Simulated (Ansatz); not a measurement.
# Straining Al2Cu

Computed with DFT r2SCAN, scalar-relativistic, plane waves, PAW (Ansatz 0.2.0). Run with 500 eV cutoff, 10×10×6 k-mesh, Gaussian smearing of 0.10 eV, no spin polarisation.

Reference structure (relaxed):

```
Al Cu
1.0
     2.86707    2.86707    0.00000
    -2.86707    2.86707    0.00000
     0.00000    0.00000    5.73415
Al Cu
4 2
Direct
  0.50000 0.00000 0.25000
  0.00000 0.50000 0.25000
  0.00000 0.50000 0.75000
  0.50000 0.00000 0.75000
  0.00000 0.00000 0.50000
  0.50000 0.50000 0.00000
```

Deformation: biaxial strain in the a-b plane, with the length and tilt of c and the atoms relaxed, all within the symmetry that the strain leaves. Energies are extrapolated to zero smearing. On this cell's mesh the reference holds a stress of up to 0.77 GPa.

| strain (%) | ΔE (meV/atom) | a (Å) | b (Å) | c (Å) |
| --- | --- | --- | --- | --- |
| -6.0 | 73.8 | 3.811 | 3.811 | 6.112 |
| -4.0 | 36.2 | 3.892 | 3.892 | 5.974 |
| -2.0 | 11.0 | 3.974 | 3.974 | 5.808 |
| +0.0 | 0.0 | 4.055 | 4.055 | 5.734 |
| +2.0 | 5.6 | 4.136 | 4.136 | 5.643 |
| +4.0 | 27.1 | 4.217 | 4.217 | 5.587 |
| +6.0 | 62.0 | 4.298 | 4.298 | 5.541 |

Question: Does one stiffness describe the whole range?

Answer: No: the innermost pair of points gives (1/V) d²E/dε² = 424 GPa and a cubic fit over all points 382 GPa, so terms beyond the third order count over this range.

Question: How does the free axis c answer a small strain?

Answer: Between the innermost points its strain is -0.72 times the applied one.